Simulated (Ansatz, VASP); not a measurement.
## Two plane-wave programs on KBr

```xyz
4
Lattice="5.5995 0.0000 0.0000 -2.7997 4.8493 0.0000 0.0000 0.0000 6.5315" Properties=species:S:1:pos:R:3 pbc="T T T"
K     0.0000    3.2329   -0.4082
K     2.7997    1.6164    2.8576
Br    0.0000    3.2329    2.8576
Br    2.7997    1.6164    6.1233
```

Change from the starting cell: hydrostatic strain -0.3%.

Alike in both runs: task single point; functional r2SCAN; k mesh 6 × 6 × 4; no spin polarisation.

|  | VASP | Ansatz |
| --- | --- | --- |
| version | VASP 6.6.1 | Ansatz 0.2.0 |
| potentials or method | VASP PAW PBE potentials, release 64 (K_sv, Br) | plane waves, PAW |
| plane-wave cutoff (eV) | 520 | 500 |
| occupations | gaussian, width 0.01 eV | fixed |
| valence electrons in the cell | 32 | 32 |

```tsv
	VASP	Ansatz	Ansatz less VASP
gap on the k mesh at the Fermi level (eV)	4.78	4.78	-0.002
pressure (GPa)	0.1	0.1	0.00
```

Caveats: the PAW data sets were made with another functional, which shifts forces and pressure a little (VASP). A k mesh can miss the band edges.
